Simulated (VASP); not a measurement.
# Y (P6_3/mmc) in VASP: notebook, part 7 of 7

VASP 6.6.1. The steps go on from the part before.

**107. Equation of state, PBEsol, 34.00 Å³/atom**

INCAR reads:

```
SYSTEM = Y
PREC = Accurate ; ENCUT = 550
EDIFF = 1E-6 ; ISMEAR = -1
SIGMA = 0.15 ; LREAL = .FALSE.
LASPH = .TRUE. ; NELM = 100
ALGO = Normal ; ISIF = 2
LWAVE = .FALSE. ; LCHARG = .FALSE.
GGA = PS ; ADDGRID = .FALSE.
```

KPOINTS reads:

```
Automatic mesh
0
G
  12 12 7
  0 0 0
```

POSCAR reads:

```
Y
1.0
    3.6835152200      0.0000000000      0.0000000000
   -1.8417576100      3.1900177558      0.0000000000
    0.0000000000      0.0000000000      5.7873423041
Y
2
Direct
    0.6666666667      0.3333333333      0.7500000000
    0.3333333333      0.6666666667      0.2500000000
```

Run with:

```
> cat potpaw_PBE.64/Y_sv/POTCAR > POTCAR
> mpirun -np 1 vasp_std > vasp.out
```

Wall time 70 s (1 thread of Intel Xeon Platinum 8488C (Sapphire Rapids), shared host); peak memory 0.24 GiB.

The run converged, but some of its settings lie outside the range that counts as converged, so its numbers aren't taken as properties of the crystal.

What came out:

```
Free energy            : -13.7193 eV
Pressure               : -3.0 GPa
Band gap on the k mesh : none (metal or under the smearing width)
```

Caveat: the PAW data sets were made with another functional, which shifts forces and pressure a little.

**108. Equation of state, PBEsol, 32.02 Å³/atom**

INCAR, as its differences from that of step 107:

```diff
@@ -1,3 +1,3 @@
 SYSTEM = Y
-PREC = Accurate ; ENCUT = 550
+PREC = Low ; ENCUT = 550
 EDIFF = 1E-6 ; ISMEAR = -1
```

KPOINTS is that of step 107.

POSCAR reads:

```
Y
1.0
    3.6105550567      0.0000000000      0.0000000000
   -1.8052775283      3.1268324009      0.0000000000
    0.0000000000      0.0000000000      5.6727111937
Y
2
Direct
    0.6666666667      0.3333333333      0.7500000000
    0.3333333333      0.6666666667      0.2500000000
```

Potentials or basis: VASP PAW PBE potentials, release 64 (Y_sv).

Run with:

```
> cat potpaw_PBE.64/Y_sv/POTCAR > POTCAR
> mpirun -np 1 vasp_std > vasp.out
```

It took 31 s on 1 thread of Intel Xeon Platinum 8488C (Sapphire Rapids), shared host; peak memory 0.18 GiB.

These settings aren't checked as converged: the numbers below hold their error.

Results:

* Free energy: -13.7668 eV
* Pressure: -0.8 GPa
* Band gap on the k mesh: none (metal or under the smearing width)

Caveat: the PAW data sets were made with another functional, which shifts forces and pressure a little.

**109. Equation of state, PBEsol, 34.00 Å³/atom**

INCAR is that of step 108.

KPOINTS is that of step 108.

POSCAR reads:

```
Y
1.0
    3.6835152200      0.0000000000      0.0000000000
   -1.8417576100      3.1900177558      0.0000000000
    0.0000000000      0.0000000000      5.7873423041
Y
2
Direct
    0.6666666667      0.3333333333      0.7500000000
    0.3333333333      0.6666666667      0.2500000000
```

Run with:

```
> cat potpaw_PBE.64/Y_sv/POTCAR > POTCAR
> mpirun -np 1 vasp_std > vasp.out
```

It took 43 s on 1 thread of Intel Xeon Platinum 8488C (Sapphire Rapids), shared host; peak memory 0.18 GiB.

These settings aren't checked as converged: the numbers below hold their error.

What came out:

```
Free energy            : -13.7192 eV
Pressure               : -3.0 GPa
Band gap on the k mesh : none (metal or under the smearing width)
```

Caveat: the PAW data sets were made with another functional, which shifts forces and pressure a little.

**110. Equation of state, PBEsol, 32.02 Å³/atom**

INCAR, as its differences from that of step 109:

```diff
@@ -1,3 +1,3 @@
 SYSTEM = Y
-PREC = Low ; ENCUT = 550
+PREC = Normal ; ENCUT = 550
 EDIFF = 1E-6 ; ISMEAR = -1
```

KPOINTS is that of step 109.

POSCAR reads:

```
Y
1.0
    3.6105550567      0.0000000000      0.0000000000
   -1.8052775283      3.1268324009      0.0000000000
    0.0000000000      0.0000000000      5.6727111937
Y
2
Direct
    0.6666666667      0.3333333333      0.7500000000
    0.3333333333      0.6666666667      0.2500000000
```

Run with:

```
> cat potpaw_PBE.64/Y_sv/POTCAR > POTCAR
> mpirun -np 1 vasp_std > vasp.out
```

Wall time 44 s (1 thread of Intel Xeon Platinum 8488C (Sapphire Rapids), shared host); peak memory 0.21 GiB.

These settings aren't checked as converged: the numbers below hold their error.

What came out:

| Item | Value |
| --- | --- |
| Free energy | -13.7669 eV |
| Pressure | -0.8 GPa |
| Band gap on the k mesh | none (metal or under the smearing width) |

Caveat: the PAW data sets were made with another functional, which shifts forces and pressure a little.

**111. Equation of state, PBEsol, 34.00 Å³/atom**

INCAR is that of step 110.

KPOINTS is that of step 110.

POSCAR reads:

```
Y
1.0
    3.6835152200      0.0000000000      0.0000000000
   -1.8417576100      3.1900177558      0.0000000000
    0.0000000000      0.0000000000      5.7873423041
Y
2
Direct
    0.6666666667      0.3333333333      0.7500000000
    0.3333333333      0.6666666667      0.2500000000
```

Potentials or basis: VASP PAW PBE potentials, release 64 (Y_sv).

Run with:

```
> cat potpaw_PBE.64/Y_sv/POTCAR > POTCAR
> mpirun -np 1 vasp_std > vasp.out
```

Run time: 38 s. Hardware: 1 thread of Intel Xeon Platinum 8488C (Sapphire Rapids), shared host; peak memory 0.22 GiB.

The run converged, but some of its settings lie outside the range that counts as converged, so its numbers aren't taken as properties of the crystal.

Results:

- Free energy: -13.7193 eV
- Pressure: -3.0 GPa
- Band gap on the k mesh: none (metal or under the smearing width)

Caveat: the PAW data sets were made with another functional, which shifts forces and pressure a little.

**112. Equation of state, PBEsol, 32.02 Å³/atom**

INCAR reads:

```
SYSTEM = Y
PREC = Accurate ; ENCUT = 550
EDIFF = 1E-6 ; ISMEAR = -1
SIGMA = 0.15 ; LREAL = Auto
LASPH = .TRUE. ; NELM = 100
ALGO = Normal ; ISIF = 2
LWAVE = .FALSE. ; LCHARG = .FALSE.
GGA = PS ; ADDGRID = .FALSE.
```

KPOINTS is that of step 111.

POSCAR reads:

```
Y
1.0
    3.6105550567      0.0000000000      0.0000000000
   -1.8052775283      3.1268324009      0.0000000000
    0.0000000000      0.0000000000      5.6727111937
Y
2
Direct
    0.6666666667      0.3333333333      0.7500000000
    0.3333333333      0.6666666667      0.2500000000
```

Run with:

```
> cat potpaw_PBE.64/Y_sv/POTCAR > POTCAR
> mpirun -np 1 vasp_std > vasp.out
```

It took 2.2 min on 1 thread of Intel Xeon Platinum 8488C (Sapphire Rapids), shared host; peak memory 0.23 GiB.

The run converged, but some of its settings lie outside the range that counts as converged, so its numbers aren't taken as properties of the crystal.

Results:

- Free energy: -13.7666 eV
- Pressure: -0.8 GPa
- Band gap on the k mesh: none (metal or under the smearing width)

Caveat: the PAW data sets were made with another functional, which shifts forces and pressure a little.

**113. Equation of state, PBEsol, 34.00 Å³/atom**

INCAR is that of step 112.

KPOINTS is that of step 112.

POSCAR reads:

```
Y
1.0
    3.6835152200      0.0000000000      0.0000000000
   -1.8417576100      3.1900177558      0.0000000000
    0.0000000000      0.0000000000      5.7873423041
Y
2
Direct
    0.6666666667      0.3333333333      0.7500000000
    0.3333333333      0.6666666667      0.2500000000
```

Run with:

```
> cat potpaw_PBE.64/Y_sv/POTCAR > POTCAR
> mpirun -np 1 vasp_std > vasp.out
```

Run time: 2.1 min. Hardware: 1 thread of Intel Xeon Platinum 8488C (Sapphire Rapids), shared host; peak memory 0.22 GiB.

These settings aren't checked as converged: the numbers below hold their error.

Results:

```yaml
Free_energy: -13.7190 eV
Pressure: -3.0 GPa
Band_gap_on_the_k_mesh: none (metal or under the smearing width)
```

Caveat: the PAW data sets were made with another functional, which shifts forces and pressure a little.

**114. Equation of state, PBEsol, 32.02 Å³/atom**

INCAR reads:

```
SYSTEM = Y
PREC = Accurate ; ENCUT = 550
EDIFF = 1E-4 ; ISMEAR = -1
SIGMA = 0.15 ; LREAL = .FALSE.
LASPH = .TRUE. ; NELM = 100
ALGO = Normal ; ISIF = 2
LWAVE = .FALSE. ; LCHARG = .FALSE.
GGA = PS ; ADDGRID = .FALSE.
```

KPOINTS is that of step 113.

POSCAR reads:

```
Y
1.0
    3.6105550567      0.0000000000      0.0000000000
   -1.8052775283      3.1268324009      0.0000000000
    0.0000000000      0.0000000000      5.6727111937
Y
2
Direct
    0.6666666667      0.3333333333      0.7500000000
    0.3333333333      0.6666666667      0.2500000000
```

Potentials or basis: VASP PAW PBE potentials, release 64 (Y_sv).

Run with:

```
> cat potpaw_PBE.64/Y_sv/POTCAR > POTCAR
> mpirun -np 1 vasp_std > vasp.out
```

Wall time 67 s (1 thread of Intel Xeon Platinum 8488C (Sapphire Rapids), shared host); peak memory 0.24 GiB.

These settings aren't checked as converged: the numbers below hold their error.

Results:

```
Free energy            : -13.7669 eV
Pressure               : -0.9 GPa
Band gap on the k mesh : none (metal or under the smearing width)
```

Caveat: the PAW data sets were made with another functional, which shifts forces and pressure a little.

**115. Equation of state, PBEsol, 34.00 Å³/atom**

INCAR is that of step 114.

KPOINTS is that of step 114.

POSCAR reads:

```
Y
1.0
    3.6835152200      0.0000000000      0.0000000000
   -1.8417576100      3.1900177558      0.0000000000
    0.0000000000      0.0000000000      5.7873423041
Y
2
Direct
    0.6666666667      0.3333333333      0.7500000000
    0.3333333333      0.6666666667      0.2500000000
```

Run with:

```
> cat potpaw_PBE.64/Y_sv/POTCAR > POTCAR
> mpirun -np 1 vasp_std > vasp.out
```

It took 61 s on 1 thread of Intel Xeon Platinum 8488C (Sapphire Rapids), shared host; peak memory 0.24 GiB.

The run converged, but some of its settings lie outside the range that counts as converged, so its numbers aren't taken as properties of the crystal.

Results:

```yaml
Free_energy: -13.7193 eV
Pressure: -3.1 GPa
Band_gap_on_the_k_mesh: none (metal or under the smearing width)
```

Caveat: the PAW data sets were made with another functional, which shifts forces and pressure a little.

**116. Equation of state, PBEsol, 32.02 Å³/atom**

INCAR reads:

```
SYSTEM = Y
PREC = Accurate ; ENCUT = 450
EDIFF = 1E-6 ; ISMEAR = -1
SIGMA = 0.15 ; LREAL = .FALSE.
LASPH = .TRUE. ; NELM = 100
ALGO = Normal ; ISIF = 2
LWAVE = .FALSE. ; LCHARG = .FALSE.
GGA = PS ; ADDGRID = .FALSE.
```

KPOINTS reads:

```
Automatic mesh
0
G
  14 14 8
  0 0 0
```

POSCAR reads:

```
Y
1.0
    3.6105550567      0.0000000000      0.0000000000
   -1.8052775283      3.1268324009      0.0000000000
    0.0000000000      0.0000000000      5.6727111937
Y
2
Direct
    0.6666666667      0.3333333333      0.7500000000
    0.3333333333      0.6666666667      0.2500000000
```

Run with:

```
> cat potpaw_PBE.64/Y_sv/POTCAR > POTCAR
> mpirun -np 1 vasp_std > vasp.out
```

Wall time 86 s (1 thread of Intel Xeon Platinum 8488C (Sapphire Rapids), shared host); peak memory 0.25 GiB.

The run converged, but some of its settings lie outside the range that counts as converged, so its numbers aren't taken as properties of the crystal.

What came out:

```yaml
Free_energy: -13.7666 eV
Pressure: -0.8 GPa
Band_gap_on_the_k_mesh: none (metal or under the smearing width)
```

Caveat: the PAW data sets were made with another functional, which shifts forces and pressure a little.

**117. Equation of state, PBEsol, 34.00 Å³/atom**

INCAR is that of step 116.

KPOINTS is that of step 116.

POSCAR reads:

```
Y
1.0
    3.6835152200      0.0000000000      0.0000000000
   -1.8417576100      3.1900177558      0.0000000000
    0.0000000000      0.0000000000      5.7873423041
Y
2
Direct
    0.6666666667      0.3333333333      0.7500000000
    0.3333333333      0.6666666667      0.2500000000
```

Potentials or basis: VASP PAW PBE potentials, release 64 (Y_sv).

Run with:

```
> cat potpaw_PBE.64/Y_sv/POTCAR > POTCAR
> mpirun -np 1 vasp_std > vasp.out
```

Run time: 89 s. Hardware: 1 thread of Intel Xeon Platinum 8488C (Sapphire Rapids), shared host; peak memory 0.25 GiB.

These settings aren't checked as converged: the numbers below hold their error.

Results:

```yaml
Free_energy: -13.7190 eV
Pressure: -3.0 GPa
Band_gap_on_the_k_mesh: none (metal or under the smearing width)
```

Caveat: the PAW data sets were made with another functional, which shifts forces and pressure a little.

**118. Equation of state, PBEsol, 32.02 Å³/atom**

INCAR, as its differences from that of step 117:

```diff
@@ -1,3 +1,3 @@
 SYSTEM = Y
-PREC = Accurate ; ENCUT = 450
+PREC = Accurate ; ENCUT = 700
 EDIFF = 1E-6 ; ISMEAR = -1
```

KPOINTS reads:

```
Automatic mesh
0
G
  12 12 7
  0 0 0
```

POSCAR reads:

```
Y
1.0
    3.6105550567      0.0000000000      0.0000000000
   -1.8052775283      3.1268324009      0.0000000000
    0.0000000000      0.0000000000      5.6727111937
Y
2
Direct
    0.6666666667      0.3333333333      0.7500000000
    0.3333333333      0.6666666667      0.2500000000
```

Run with:

```
> cat potpaw_PBE.64/Y_sv/POTCAR > POTCAR
> mpirun -np 1 vasp_std > vasp.out
```

Wall time 87 s (1 thread of Intel Xeon Platinum 8488C (Sapphire Rapids), shared host); peak memory 0.3 GiB.

These settings aren't checked as converged: the numbers below hold their error.

What came out:

```
Free energy            : -13.7670 eV
Pressure               : -0.8 GPa
Band gap on the k mesh : none (metal or under the smearing width)
```

Caveat: the PAW data sets were made with another functional, which shifts forces and pressure a little.

**119. Equation of state, PBEsol, 34.00 Å³/atom**

INCAR is that of step 118.

KPOINTS is that of step 118.

POSCAR reads:

```
Y
1.0
    3.6835152200      0.0000000000      0.0000000000
   -1.8417576100      3.1900177558      0.0000000000
    0.0000000000      0.0000000000      5.7873423041
Y
2
Direct
    0.6666666667      0.3333333333      0.7500000000
    0.3333333333      0.6666666667      0.2500000000
```

Run with:

```
> cat potpaw_PBE.64/Y_sv/POTCAR > POTCAR
> mpirun -np 1 vasp_std > vasp.out
```

It took 90 s on 1 thread of Intel Xeon Platinum 8488C (Sapphire Rapids), shared host; peak memory 0.3 GiB.

These settings aren't checked as converged: the numbers below hold their error.

Results:

| Quantity | Value |
| --- | --- |
| Free energy | -13.7193 eV |
| Pressure | -3.0 GPa |
| Band gap on the k mesh | none (metal or under the smearing width) |

Caveat: the PAW data sets were made with another functional, which shifts forces and pressure a little.

**120. Equation of state, PBEsol, 32.02 Å³/atom**

INCAR, as its differences from that of step 119:

```diff
@@ -1,3 +1,3 @@
 SYSTEM = Y
-PREC = Accurate ; ENCUT = 700
+PREC = Accurate ; ENCUT = 550
 EDIFF = 1E-6 ; ISMEAR = -1
```

KPOINTS reads:

```
Automatic mesh
0
G
  14 14 8
  0 0 0
```

POSCAR reads:

```
Y
1.0
    3.6105550567      0.0000000000      0.0000000000
   -1.8052775283      3.1268324009      0.0000000000
    0.0000000000      0.0000000000      5.6727111937
Y
2
Direct
    0.6666666667      0.3333333333      0.7500000000
    0.3333333333      0.6666666667      0.2500000000
```

Potentials or basis: VASP PAW PBE potentials, release 64 (Y_sv).

Run with:

```
> cat potpaw_PBE.64/Y_sv/POTCAR > POTCAR
> mpirun -np 1 vasp_std > vasp.out
```

Run time: 95 s. Hardware: 1 thread of Intel Xeon Platinum 8488C (Sapphire Rapids), shared host; peak memory 0.27 GiB.

The run converged, but some of its settings lie outside the range that counts as converged, so its numbers aren't taken as properties of the crystal.

Results:

| Quantity | Value |
| --- | --- |
| Free energy | -13.7671 eV |
| Pressure | -0.8 GPa |
| Band gap on the k mesh | none (metal or under the smearing width) |

Caveat: the PAW data sets were made with another functional, which shifts forces and pressure a little.

**121. Equation of state, PBEsol, 34.00 Å³/atom**

INCAR is that of step 120.

KPOINTS is that of step 120.

POSCAR reads:

```
Y
1.0
    3.6835152200      0.0000000000      0.0000000000
   -1.8417576100      3.1900177558      0.0000000000
    0.0000000000      0.0000000000      5.7873423041
Y
2
Direct
    0.6666666667      0.3333333333      0.7500000000
    0.3333333333      0.6666666667      0.2500000000
```

Run with:

```
> cat potpaw_PBE.64/Y_sv/POTCAR > POTCAR
> mpirun -np 1 vasp_std > vasp.out
```

Wall time 94 s (1 thread of Intel Xeon Platinum 8488C (Sapphire Rapids), shared host); peak memory 0.28 GiB.

The run converged, but some of its settings lie outside the range that counts as converged, so its numbers aren't taken as properties of the crystal.

Results:

- Free energy: -13.7194 eV
- Pressure: -3.0 GPa
- Band gap on the k mesh: none (metal or under the smearing width)

Caveat: the PAW data sets were made with another functional, which shifts forces and pressure a little.
